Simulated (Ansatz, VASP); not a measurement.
## Ta3N: VASP beside Ansatz

```xyz
4
Lattice="3.0721 0.0000 0.0000 -1.5361 2.6605 0.0000 0.0000 0.0000 7.6232" Properties=species:S:1:pos:R:3 pbc="T T T"
Ta    1.5361    0.8868    6.2973
Ta    0.0000    1.7737    1.3259
Ta    0.0000    0.0000    3.8116
N     0.0000    0.0000    0.0000
```

Change from the starting cell: volume scaled by 1.04.

Alike in both runs: task single point; functional PBE; k mesh 10 × 10 × 4; occupations fermi-dirac, width 0.05 eV; no spin polarisation.

|  | VASP | Ansatz |
| --- | --- | --- |
| version | VASP 6.6.1 | Ansatz 0.2.0 |
| potentials or method | VASP PAW PBE potentials, release 64 (Ta_pv, N) | Ansatz PAW |
| plane-wave cutoff (eV) | 520 | 420 |
| valence electrons in the cell | 38 | 44 |

```csv
,VASP,Ansatz,Ansatz less VASP
gap on the k mesh at the Fermi level (eV),none,none,-
pressure (GPa),-9.4,-9.6,-0.22
largest component of the traceless stress (GPa),0.43,0.42,-0.011
rms of the force components (eV/Å),0.125,0.142,+0.0173
```

Atom by atom the forces differ by 0.017 eV/Å (rms over components). A gap of «none» marks a metal or a gap that the smearing closes. The two sets of potentials don't hold the same shells in valence.

Spin-orbit coupling is left out, which matters for the levels of Ta.
